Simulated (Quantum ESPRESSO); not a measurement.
WC in Quantum ESPRESSO: convergence with k mesh

Input of the first run (k mesh 2 × 2 × 1); the others differ in this setting and in those tied to it:

File pw.in:

```
&CONTROL
  calculation = 'scf'
  prefix = 'pwscf'
  outdir = './tmp'
  pseudo_dir = './pseudo'
  tprnfor = .true.
  tstress = .true.
  disk_io = 'nowf'
/
&SYSTEM
  ibrav = 0
  nat = 2
  ntyp = 2
  ecutwfc = 82
  nbnd = 15
  occupations = 'smearing'
  smearing = 'fd'
  degauss = 0.00999582
/
&ELECTRONS
  conv_thr = 4d-10
  electron_maxstep = 120
  mixing_beta = 0.5
/
ATOMIC_SPECIES
W    183.8400 W.upf
C     12.0110 C.upf
CELL_PARAMETERS angstrom
   1.6403461100   -2.1180379000    0.0000000000
   1.6403461100    2.1180379000    0.0000000000
   0.0000000000    0.0000000000    4.3094211000
ATOMIC_POSITIONS crystal
W      0.5000000000    0.5000000000    0.5000000000
C      0.0000000000    0.0000000000    0.0000000000
K_POINTS automatic
2 2 1 0 0 0
```

Potentials or basis: PseudoDojo 0.4 SR PBE stringent.

Command:

```console
$ OMP_NUM_THREADS=1 pw.x -in pw.in > pw.out
```

The cell was built by a generator and needn't be a form met in nature.

Hardware: 1 thread of Arm Neoverse V2 (shared host).

```tsv
k mesh	energy less the tightest run, at zero smearing (meV/atom)	pressure (GPa)	SCF cycles	CPU time (s)	peak memory (GiB)
2 × 2 × 1	-1096.82	-57.85	11	1.9	0.05
3 × 3 × 2	132.28	-31.56	11	4.2	0.05
4 × 4 × 3	107.85	-29.62	11	7.2	0.06
6 × 6 × 4	3.78	-33.04	10	18	0.07
8 × 8 × 4	-4.45	-31.41	9	25	0.09
9 × 9 × 5	-13.32	-32.08	9	31	0.09
10 × 10 × 6	2.77	-31.85	9	50	0.12
12 × 12 × 7	-1.96	-31.92	9	70	0.15
14 × 14 × 8	0.00	-31.72	9	110	0.22
```

Not settled before the last step: the energy (to 1 meV/atom), the pressure (to 0.1 GPa). Meshes of other sizes hit other points, so gaps and Fermi surfaces needn't settle smoothly. The tightest run that finished is the yardstick and may itself not be fully converged.

Caveat, for the tightest run too: a pressure of tens of GPa on the cell as given is suspect, and the run, the potentials or the cell itself is likely at fault. The run has no spin-orbit coupling, so splittings on W are missing.
